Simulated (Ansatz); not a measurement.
## Au, diamond: how the functional moves the structure

All rows: Ansatz, plane waves with scalar-relativistic PAW, 420 eV (500 eV for the SCAN forms), relaxed under each functional, no dispersion correction, no zero-point motion. B₀ comes from uniform scaling at fixed shape; a dash is a value not given.

```
functional  V (Å³/atom)         cell  B₀ (GPa)     magnetic state  ΔE to fcc (meV/atom)
       PBE        29.22  a = 6.160 Å        53  spin not included                   715
    r²SCAN        27.99  a = 6.073 Å        65  spin not included                   799
    PBEsol        27.33  a = 6.024 Å        69  spin not included                   943
       LDA        26.37  a = 5.953 Å        81  spin not included                  1006
    revPBE        30.26  a = 6.232 Å        44  spin not included                   618
      RPBE        30.74  a = 6.265 Å        41  spin not included                   580
      BLYP        31.38  a = 6.308 Å        42  spin not included                   345
```

LDA gives the smallest volume and BLYP the largest.
